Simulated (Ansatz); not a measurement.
# MnSi under changes of volume

One of the cells (14.498 Å³/atom); the others are scaled copies at fixed shape and fractional positions:

```
Mn Si
1.0
     3.07218    0.00000    0.00000
     0.00000    3.07218    0.00000
     0.00000    0.00000    3.07218
Mn Si
1 1
Cartesian
  0.0000 0.0000 0.0000
  1.5361 1.5361 1.5361
```

The cell was built by a generator and needn't be a form met in nature.

| Property | Result |
| --- | --- |
| Program | Ansatz 0.2.0 |
| Functional | PBE |
| Potentials or basis | all-electron LAPW, scalar-relativistic |
| Cutoff | 226 eV (chosen from the basis error) |
| Basis error allowed | 0.0005 eV/atom |
| k mesh | 9 × 9 × 9 |
| Occupations | fermi-dirac, width 0.05 eV |
| Spin | collinear spin, ferromagnetic start |
| Starting moments | [4.0, 0.0] μB |

```csv
volume (Å³/atom),energy over the lowest point (meV/atom),pressure (GPa),moment (μB per cell)
13.628,0.00,-27.7,0.89
13.918,51.59,-29.0,0.91
14.208,105.09,-29.9,0.94
14.498,159.97,-30.6,0.98
14.788,194.90,-18.5,2.58
15.078,229.43,-19.4,2.61
15.368,?,?,?
```

Q: What does the run at 15.368 Å³/atom give?

A: Energy over the lowest point 265.36 meV/atom; pressure -19.8 GPa; moment 2.67 μB per cell.

The energies don't lie on one smooth curve, so no fit is given. The run at 14.498 Å³/atom lies farthest off, from a change of basis, grid or state.

Energies are extrapolated to zero smearing.

Caveats: the moment fell far below its start of 4 μB, so a state of higher moment may lie lower in energy (some runs).
